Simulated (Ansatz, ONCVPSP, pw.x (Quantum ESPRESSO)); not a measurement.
## From atom to crystal: ONCV potential for nitrogen

```json
{
  "Element": "N",
  "Generator": "ONCVPSP 4.0.1.1 (patched build)",
  "Type": "optimised norm-conserving Vanderbilt (ONCV)",
  "Functional": "PBE",
  "Relativity": "scalar-relativistic",
  "Frozen core": "[He]",
  "Valence charge": "5",
  "Reference configuration": "2s2 2p3",
  "Partial waves": "2s: rc 0.80 bohr, ncon 3, nbas 6, qcut 9.2 1/bohr, 1 projector; 2p: rc 2.15 bohr, ncon 4, nbas 7, qcut 4.9 1/bohr, 2 projectors, debl 0.9 Ha; d scattering state at 0.39 Ha: rc 1.90 bohr, ncon 3, nbas 6, qcut 5.2 1/bohr, 2 projectors, debl 0.6 Ha",
  "Local potential": "polynomial inside 0.60 bohr (lpopt 5, dvloc0 3 Ha)",
  "Core correction": "none"
}
```

Crystal test: fcc N in pw.x 7.5, no spin, 18³ k-points, Fermi–Dirac smearing 0.01 Ry, cutoffs 90/360 Ry. The reference is all-electron LAPW (Ansatz 0.2.0) with the same functional, mesh and smearing; V0 and B0 come from Birch–Murnaghan fits to the pressures at five volumes. Errors are pseudo minus all-electron; Δ is the rms difference of the E(V) curves that follow from these fits, minima aligned, over ±6 % about the mean V0. Mesh and smearing are coarse, so the numbers serve the comparison and aren't converged zero-temperature values; the lattice is a test structure that the element need not adopt. Spin polarisation is left out.

All-electron: a0 = 3.123 Å (V0 = 7.61 Å³/atom), B0 = 177.0 GPa.

Q: How far does the potential miss the all-electron equation of state?

A: mean pressure error (GPa): -0.46; a0 (Å): 3.120; a0 error (%): -0.08; B0 error (%): -2.1; Δ (meV/atom): 0.8.

| V (Å³/atom) | P all-electron (GPa) | P pseudo (GPa) |
| --- | --- | --- |
| 7.222 | 10.44 | 9.67 |
| 7.412 | 5.03 | 4.46 |
| 7.602 | 0.28 | -0.14 |
| 7.792 | -3.90 | -4.21 |
| 7.982 | -7.58 | -7.79 |

Q: At the middle volume, how do free energy and pressure move when the wave cutoff is lowered (ecutrho kept at four times it)?

A:

| cutoff (Ry) | shift of F (meV/atom) | shift of P (GPa) |
| --- | --- | --- |
| 40 | +624.3 | -31.12 |
| 54 | +153.5 | -12.85 |
| 72 | +12.8 | -1.87 |

The run at the middle volume (195 k-points, 5 iterations) took about 6.3 s on one core of a shared host (Intel(R) Xeon(R) 6975P-C, 192 threads, 378 GiB, load 58).
